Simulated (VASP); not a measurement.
Set up this calculation in VASP 6.6.1, as the native input.

* Task: single point
* Functional: r2SCAN
* Potentials or basis: VASP PAW PBE potentials, release 64 (Li_sv)
* Cutoff: 520 eV
* k mesh: 8 × 8 × 8
* Occupations: gaussian, width 0.1 eV
* Spin: no spin polarisation
* Dipole correction: no
* Further INCAR settings: ALGO = Normal; EDIFF = 1e-06; NBANDS = 22

Crystal: Li.

```xyz
8
Lattice="5.5191 0.0000 0.0000 0.0000 5.5191 0.0000 0.0000 0.0000 5.5191" Properties=species:S:1:pos:R:3 pbc="T T T"
Li    2.7596    2.7596    2.7596
Li    0.0000    0.0000    0.0000
Li    1.3798    0.0000    2.7596
Li    2.7596    1.3798    0.0000
Li    2.7596    4.1393    0.0000
Li    4.1393    0.0000    2.7596
Li    0.0000    2.7596    4.1393
Li    0.0000    2.7596    1.3798
```

The cell was built by a generator and needn't be a form met in nature.

The input as run:

POSCAR

```
Li
1.0
    5.5191269329      0.0000000000      0.0000000000
    0.0000000000      5.5191269329      0.0000000000
    0.0000000000      0.0000000000      5.5191269329
Li
8
Direct
    0.5000000000      0.5000000000      0.5000000000
    0.0000000000      0.0000000000      0.0000000000
    0.2500000000      0.0000000000      0.5000000000
    0.5000000000      0.2500000000      0.0000000000
    0.5000000000      0.7500000000      0.0000000000
    0.7500000000      0.0000000000      0.5000000000
    0.0000000000      0.5000000000      0.7500000000
    0.0000000000      0.5000000000      0.2500000000
```

INCAR.step1

```
PREC = Accurate
ENCUT = 520
ISMEAR = 0
SIGMA = 0.1
LREAL = F
LASPH = T
NELM = 80
NBANDS = 22
GGA = PE
ALGO = Normal
EDIFF = 1E-4
LWAVE = T
LCHARG = F
```

INCAR.step2

```
PREC = Accurate
ENCUT = 520
EDIFF = 1E-6
ISMEAR = 0
SIGMA = 0.1
LREAL = F
LASPH = T
NELM = 80
ALGO = Normal
ISIF = 2
LWAVE = F
LCHARG = F
METAGGA = R2SCAN
LMIXTAU = T
NBANDS = 22
ISTART = 1
```

KPOINTS

```
Automatic mesh
0
Gamma
  8 8 8
```

Potentials or basis: VASP PAW PBE potentials, release 64 (Li_sv).

Run with:

```console
$ cat potpaw_PBE.64/Li_sv/POTCAR > POTCAR
$ cp INCAR.step1 INCAR
$ mpirun -np 1 vasp_std > vasp.out
$ cp INCAR.step2 INCAR
$ mpirun -np 1 vasp_std > vasp.out
```

It gave:

```
Band gap on the k mesh : none (metal or under the smearing width)
```

Run time: 9.8 min on 1 thread of Intel(R) Xeon(R) Platinum 8488C (Sapphire Rapids), with other jobs on the host, peak memory 0.31 GiB.
